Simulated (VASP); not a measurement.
A run of VASP 6.6.1:

Contents of POSCAR:

```
AlN                                     
1.0
    3.1131018727      0.0000000000     -0.0000000000
   -1.5565509363      2.6960253063      0.0000000000
    0.0000000000      0.0000000000      4.9818131026
  Al              N             
     2     2
Direct
     0.3333333332999970    0.6666666667000030    0.9989855796670126
     0.6666666667000030    0.3333333332999970    0.4989855796670127
     0.3333333332999970    0.6666666667000030    0.3810144203329899
     0.6666666667000030    0.3333333332999970    0.8810144203329899
```

INCAR.step1

```
SYSTEM = AlN
  ALGO = Normal
  EDIFF = 1E-5
  ENCUT = 520
  GGA = PE
  ISIF = 2
  ISMEAR = 0
  KPAR = 4
  LASPH = .TRUE.
  LCHARG = .FALSE.
  LREAL = .FALSE.
  LWAVE = .TRUE.
  NBANDS = 16
  NELM = 80
  PREC = Accurate
  SIGMA = 0.03
```

File INCAR.step2:

```
SYSTEM = AlN
  ALGO = Normal
  EDIFF = 1E-7
  ENCUT = 520
  GGA = PE
  HFSCREEN = 0.2
  ISIF = 2
  ISMEAR = 0
  ISTART = 1
  KPAR = 4
  LASPH = .TRUE.
  LCHARG = .FALSE.
  LHFCALC = .TRUE.
  LREAL = .FALSE.
  LWAVE = .FALSE.
  NBANDS = 16
  NELM = 80
  PREC = Accurate
  PRECFOCK = Fast
  SIGMA = 0.03
```

KPOINTS

```
k-points
0
G
  6 6 4
  0 0 0
```

KPOINTS_OPT

```
explicit points
6
Reciprocal
 0.0000000000  0.0000000000  0.0000000000 1
 0.0000000000  0.0000000000  0.5000000000 1
 0.3333333333  0.3333333333  0.5000000000 1
 0.3333333333  0.3333333333  0.0000000000 1
 0.5000000000  0.0000000000  0.5000000000 1
 0.5000000000  0.0000000000  0.0000000000 1
```

Potentials or basis: VASP PAW PBE potentials, release 64 (Al, N).

Run with:

```bash
$ cat potpaw_PBE.64/Al/POTCAR potpaw_PBE.64/N/POTCAR > POTCAR
$ cp INCAR.step1 INCAR
$ mpirun -np 4 vasp_std > vasp.out
$ cp INCAR.step2 INCAR
$ mpirun -np 4 vasp_std > vasp.out
```

Hardware: 4 MPI ranks on Intel(R) Xeon(R) Platinum 8488C (Sapphire Rapids), with other jobs on the host.

**Question.** Estimate the wall time of this run.

**Answer.** Run time: 4.3 min on 4 MPI ranks on Intel(R) Xeon(R) Platinum 8488C (Sapphire Rapids), on a shared host, peak memory 0.3 GiB a rank. Counts: scf iterations 19, k points 21.
